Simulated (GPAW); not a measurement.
# SiNi3 (Pm-3m) in GPAW: further runs

One crystal, SiNi3, is run at these levels: PBE; tasks: single point.

Everything below comes from runs of GPAW 26.7.0. Logs are shortened: lines on timing, memory, paths and dates and some standing lists are left out, and cuts for length are marked. The log counts tension as positive stress, the text compression.

## 1. The crystal as given

It takes space group Pm-3m (No. 221, cubic). The conventional cell has a = 3.542 Å, b = 3.542 Å, c = 3.542 Å, α = 90.00°, β = 90.00°, γ = 90.00°. Around Ni (site symmetry 4/mmm) lie 8 Ni at 2.50 Å and 4 Si at 2.50 Å. Si (site symmetry m-3m) has 12 Ni at 2.50 Å as nearest neighbours.

## 2. Single point, PBE, collinear spin, ferromagnetic start, 11.11 Å³/atom

Input file run.py:

```python
from ase.dft.bandgap import bandgap
from ase.io import read, write
from ase.units import GPa
from gpaw import GPAW, PW

atoms = read('POSCAR')
atoms.set_initial_magnetic_moments([1.0, 1.0, 1.0, 0.0])

calc = GPAW(mode=PW(600),
            xc='PBE',
            kpts={'size': (7, 7, 7), 'gamma': True},
            occupations={'name': 'fermi-dirac', 'width': 0.05},
            nbands=45,
            convergence={'density': 1e-05, 'energy': 1e-05},
            maxiter=150,
            txt='gpaw.txt')
atoms.calc = calc
energy = atoms.get_potential_energy()
forces = atoms.get_forces()
stress = atoms.get_stress()
calc.write('gs.gpw')
write('result.traj', atoms)
print(f'Energy: {energy:.6f} eV')
print('Forces (eV/A):')
print(forces.round(4))
print('Stress (GPa):', (stress / GPa).round(3))
print('Moments:', calc.get_magnetic_moments().round(3))
print('Fermi level:', round(calc.get_fermi_level(), 4), 'eV')
print(f'Gap: {bandgap(calc)[0]:.4f} eV, direct: {bandgap(calc, direct=True)[0]:.4f} eV')
```

Input file POSCAR:

```
SiNi3
1.0
    3.3294800000      0.0000000000      0.0000000000
    0.0000000000      3.3294800000      0.0000000000
    0.0000000000      0.0000000000      4.0086011770
Ni Si
3 1
Direct
    0.5000000000      0.5000000000      0.0000000000
    0.5000000000      0.0000000000      0.5000000000
    0.0000000000      0.5000000000      0.5000000000
    0.0000000000      0.0000000000      0.0000000000
```

Potentials or basis: GPAW PAW data sets (gpaw-data 1.2.1), pw.

Run with:

```sh
OMP_NUM_THREADS=1 python run.py
```

gpaw.txt:

```text
__  _  _
 | _ |_)|_||  |
 |__||  | ||/\| - 26.7.0

Input parameters:
  mode=PW(ecut=600.0),
  convergence={'density': 1e-05, 'energy': 1e-05},
  kpts=MonkhorstPack(size=(7, 7, 7), gamma=True),
  maxiter=150,
  nbands=45,
  occupations=Occupations(name='fermi-dirac', width=0.05),
  xc=XC(name='PBE')

Diagonalizing LCAO Hamiltonian
Converting LCAO to pw mode
   .-------.
  /|       |
 * |       |
 |Ni       |
 | |       |
 | .-Ni----.
 |/   Ni  /
 Si------*

Atoms  # Å, Bohr magnetons
|   | symbol |        x |        y |        z |    initial magnetic moments |
|---|--------|----------|----------|----------|-----------------------------|
| 0 |     Ni | 1.664740 | 1.664740 | 0.000000 | ( 0.0000,  0.0000,  1.0000) |
| 1 |     Ni | 1.664740 | 0.000000 | 2.004301 | ( 0.0000,  0.0000,  1.0000) |
| 2 |     Ni | 0.000000 | 1.664740 | 2.004301 | ( 0.0000,  0.0000,  1.0000) |
| 3 |     Si | 0.000000 | 0.000000 | 0.000000 | ( 0.0000,  0.0000,  0.0000) |

Unit cell  # Å
| periodic |        x |        y |        z |  lengths |    angles |
|----------|----------|----------|----------|----------|-----------|
|      yes | 3.329480 | 0.000000 | 0.000000 | 3.329480 | 90.000000 |
|      yes | 0.000000 | 3.329480 | 0.000000 | 3.329480 | 90.000000 |
|      yes | 0.000000 | 0.000000 | 4.008601 | 4.008601 | 90.000000 |

Number of symmetries: 16
Symmetry operations  # r_c * U_cc + t_c -> r_c
|    | kind |            matrix            |
|----|------|------------------------------|
|  0 |  E   |  1, 0, 0,  0, 1, 0,  0, 0, 1 |
|  1 |  σ   |  1, 0, 0,  0, 1, 0,  0, 0,-1 |
|  2 |  σ   |  1, 0, 0,  0,-1, 0,  0, 0, 1 |
|  3 |  C2  |  1, 0, 0,  0,-1, 0,  0, 0,-1 |
|  4 |  σ   |  0, 1, 0,  1, 0, 0,  0, 0, 1 |
|  5 |  C2  |  0, 1, 0,  1, 0, 0,  0, 0,-1 |
|  6 |  C4  |  0, 1, 0, -1, 0, 0,  0, 0, 1 |
|  7 |  S4  |  0, 1, 0, -1, 0, 0,  0, 0,-1 |
|  8 |  C4  |  0,-1, 0,  1, 0, 0,  0, 0, 1 |
|  9 |  S4  |  0,-1, 0,  1, 0, 0,  0, 0,-1 |
| 10 |  σ   |  0,-1, 0, -1, 0, 0,  0, 0, 1 |
| 11 |  C2  |  0,-1, 0, -1, 0, 0,  0, 0,-1 |
| 12 |  σ   | -1, 0, 0,  0, 1, 0,  0, 0, 1 |
| 13 |  C2  | -1, 0, 0,  0, 1, 0,  0, 0,-1 |
| 14 |  C2  | -1, 0, 0,  0,-1, 0,  0, 0, 1 |
| 15 |  i   | -1, 0, 0,  0,-1, 0,  0, 0,-1 |

BZ-sampling:
  Number of BZ points: 343
  Number of IBZ points: 40

  Monkhorst-Pack size: [7, 7, 7]
  Monkhorst-Pack shift: [0, 0, 0]

K-points  # in reciprocal-cell coordinates
|     |                                coordinates |     weight |
|-----|--------------------------------------------|------------|
|   0 | (  0.00000000,   0.00000000,   0.00000000) | 0.00291545 |
|   1 | (  0.00000000,   0.00000000,   0.14285714) | 0.00583090 |
|   2 | (  0.00000000,   0.00000000,   0.28571429) | 0.00583090 |
|   3 | (  0.00000000,   0.00000000,   0.42857143) | 0.00583090 |
|   4 | (  0.14285714,   0.00000000,   0.00000000) | 0.01166181 |
|   5 | (  0.14285714,   0.00000000,   0.14285714) | 0.02332362 |
|   6 | (  0.14285714,   0.00000000,   0.28571429) | 0.02332362 |
|   7 | (  0.14285714,   0.00000000,   0.42857143) | 0.02332362 |
|   8 | (  0.14285714,   0.14285714,   0.00000000) | 0.01166181 |
|   9 | (  0.14285714,   0.14285714,   0.14285714) | 0.02332362 |
| ... |                                            |            |
|  39 | (  0.42857143,   0.42857143,   0.42857143) | 0.02332362 |

Plane wave coefficients: 1505
Cutoff: 600.0 eV

Spin-components: 2 (collinear spins)
Bands:           45
Projectors:      23
Spin-degeneracy: 1
Datatype:        complex128

Parallelization:
  kpt:    1
  domain: 1
  band:   1

Density:
  Valence electrons: 52.0
  Components: 2
  Grid points: [20 20 24]
  Charge: 0.0  # |e|

Potential:
  Grid points: [20 20 24]

species:
  Ni:
    name:    Nickel
    Z:       28.0
    valence: 16
    core:    12
    charge:  0.0  # [|e|]
    compensation charges:
      type: gauss
      rc: 0.36  # [Å]
      lmax: 2
    cutoffs:
      filter: 2.14  # [Å]
      core: 1.98  # [Å]
    projectors
    | kind |    occ | energy [eV] | rcut [Å] |
    |------|--------|-------------|----------|
    |   4s |  2.000 |      -5.642 |    1.164 |
    |   3p |  6.000 |     -71.394 |    1.207 |
    |   4p |  0.000 |      -1.226 |    1.207 |
    |   3d |  8.000 |      -8.875 |    1.138 |
    |    s |        |      21.570 |    1.164 |
    |    d |        |      18.337 |    1.138 |

    Using partial waves for Ni as LCAO basis

  Si:
    name:    Silicon
    Z:       14.0
    valence: 4
    core:    10
    charge:  0.0  # [|e|]
    compensation charges:
      type: gauss
      rc: 0.33  # [Å]
      lmax: 2
    cutoffs:
      filter: 1.86  # [Å]
      core: 2.06  # [Å]
    projectors
    | kind |    occ | energy [eV] | rcut [Å] |
    |------|--------|-------------|----------|
    |   3s |  2.000 |     -10.812 |    1.058 |
    |   3p |  2.000 |      -4.081 |    1.058 |
    |    s |        |      16.399 |    1.058 |
    |    p |        |      23.130 |    1.058 |
    |    d |        |       0.000 |    1.058 |

    Using partial waves for Si as LCAO basis

Reference energy: -131990.339592  # eV

eigensolver:
  PPCG
  Converge bands: occupied
  niter=2

density mixing:
  MSR1-Mixer
  Pratt-step length: 0.05
  Maximum mixing coefficient: 0.75
  Old densities: 10
  SVD Regularization: 0.005
  Good broyden scale: 1.0
  Trust region scale: 1.0
  Backstep threshold: 4.0
  History deletion threshold: 6.0
  Fourier metric: weight=20.0, sigma=0.015

occupation numbers:
  Fermi-Dirac:
    width: 0.0500  # eV

poisson solver:
  ecut: 4800.0  # eV

xc functional:
  name: PBE with 2 nearest neighbor stencil

convergence criteria:
- Maximum integral of absolute [dens]ity change: 1e-05 electrons / valence electron
- Maximum [total energy] change in last 3 cyles: 1e-05 eV / valence electron
- Maximum integral of absolute [eigenst]ate change: 4e-08 eV^2 / valence electron
maximum number of iterations: 150

SCF iterations
|iter     | |      energy | eigst |  dens |  magmom |
|---------|-|-------------|-------|-------|---------|
|iter:   1| |  -28.073616 | +0.64 |       |  +3.0033|
|iter:   2| |  -28.046369 | -1.30 | -1.06 |  +2.8886|
|iter:   3| |  -28.082107 | -2.48 | -1.18 |  +2.3959|
|iter:   4| |  -28.389147 | -2.71 | -1.30 |  +1.8409|
|iter:   5| |  -28.369675 | -2.40 | -1.41 |  +1.0207|
|iter:   6| |  -28.423492 | -3.11 | -1.72 |  +0.2073|
|iter:   7| |  -28.445349 | -3.73 | -2.01 |  -0.0985|
|iter:   8| |  -28.446392 | -4.03 | -2.09 |  -0.0033|
|iter:   9| |  -28.446190 | -4.66 | -2.53 |  -0.0175|
|iter:  10| |  -28.446257c| -6.18 | -3.29 |  +0.0063|
|iter:  11| |  -28.446280c| -6.40 | -3.57 |  +0.0036|
|iter:  12| |  -28.446270c| -7.22 | -3.76 |  -0.0001|
|iter:  13| |  -28.446273c| -8.35c| -4.38 |  +0.0004|
|iter:  14| |  -28.446272c| -7.89c| -4.67 |  +0.0000|
|iter:  15| |  -28.446272c| -8.68c| -5.45c|  -0.0000|

Converged in 15 steps
Energy contributions relative to reference atoms: (reference = -131990.339592)

Energy contributions:
  Kinetic:          24.162872
  Coulomb:         -16.121729
  Zero:              0.227799
  External:          0.000000
  Xc:              -36.709459
  Entropy:          -0.011510
  Spinorbit:         0.000000
  ----------------------------
  Free energy:     -28.452027
  Extrapolated:    -28.446272

dipole moment: (-13.993212, -13.993212, -16.866671)  # |e|*Ang

Total magnetic moment: (0.000000, 0.000000, -0.000002)

Local magnetic moments
|        x |        y |         z |
|----------|----------|-----------|
| 0.000000 | 0.000000 | -0.000001 |  # Ni   0
| 0.000000 | 0.000000 | -0.000011 |  # Ni   1
| 0.000000 | 0.000000 | -0.000011 |  # Ni   2
| 0.000000 | 0.000000 |  0.000001 |  # Si   3

Fermi level: 9.522
Eigenvalues  # (at kpt = [0.000, 0.000, 0.000])
| band index |      eig [eV] | occ [0-1] |      eig [eV] | occ [0-1] |
|------------|---------------|-----------|---------------|-----------|
|          0 |       -54.443 |     1.000 |       -54.443 |     1.000 |
|        ... |               |           |               |           |
|         17 |         7.306 |     1.000 |         7.306 |     1.000 |
|         18 |         8.113 |     1.000 |         8.113 |     1.000 |
|         19 |         8.251 |     1.000 |         8.251 |     1.000 |
|         20 |         8.251 |     1.000 |         8.251 |     1.000 |
|         21 |         9.053 |     1.000 |         9.053 |     1.000 |
|         22 |         9.169 |     0.999 |         9.169 |     0.999 |
[... 8 lines left out ...]
|         31 |        18.954 |     0.000 |        18.954 |     0.000 |
|         32 |        19.527 |     0.000 |        19.527 |     0.000 |
|        ... |               |           |               |           |
|         44 |        34.906 |     0.000 |        34.861 |     0.000 |

No gap
No difference between direct/indirect transitions

Forces  # eV/Ang
|        x |       y |       z |
|----------|---------|---------|
|  0.00000 | 0.00000 | 0.00000 |  # Ni   0
|  0.00000 | 0.00000 | 0.00000 |  # Ni   1
| -0.00000 | 0.00000 | 0.00000 |  # Ni   2
|  0.00000 | 0.00000 | 0.00000 |  # Si   3

Stress tensor  # eV/Ang^3
|         x |         y |        z |
|-----------|-----------|----------|
| -0.076094 |  0.000000 | 0.000000 |
|  0.000000 | -0.076094 | 0.000000 |
|  0.000000 |  0.000000 | 0.152635 |

# Writing to gs.gpw (mode='')
```

It took 1.9 min on 1 thread of Arm Neoverse V2, shared host; peak memory 0.25 GiB.

Results:

| Quantity | Value |
| --- | --- |
| Free energy | -28.4520 eV |
| Pressure | 0.0 GPa |
| Band gap on the k mesh | none (metal or under the smearing width) |
| Net moment | 0.00 μB per cell |

Caveat: the density grid can change from cell to cell, which puts small steps into energies and stress; the stock nickel data set gives pressures a few GPa off other programs.

## 3. Single point, PBE, collinear spin, ferromagnetic start, 11.11 Å³/atom

run.py is that of step 2.

Input file POSCAR:

```
SiNi3
1.0
    3.4003200000      0.0000000000      0.0000000000
    0.0000000000      3.4003200000      0.0000000000
    0.0000000000      0.0000000000      3.8433159722
Ni Si
3 1
Direct
    0.5000000000      0.5000000000      0.0000000000
    0.5000000000      0.0000000000      0.5000000000
    0.0000000000      0.5000000000      0.5000000000
    0.0000000000      0.0000000000      0.0000000000
```

Potentials or basis: GPAW PAW data sets (gpaw-data 1.2.1), pw.

Run with:

```sh
OMP_NUM_THREADS=1 python run.py
```

Wall time 2 min (1 thread of Arm Neoverse V2, shared host); peak memory 0.24 GiB.

It converged, with:

```yaml
Free_energy: -28.7997 eV
Pressure: -2.6 GPa
Band_gap_on_the_k_mesh: none (metal or under the smearing width)
Net_moment: 0.00 μB per cell
```

Caveat: the density grid can change from cell to cell, which puts small steps into energies and stress; the stock nickel data set gives pressures a few GPa off other programs.
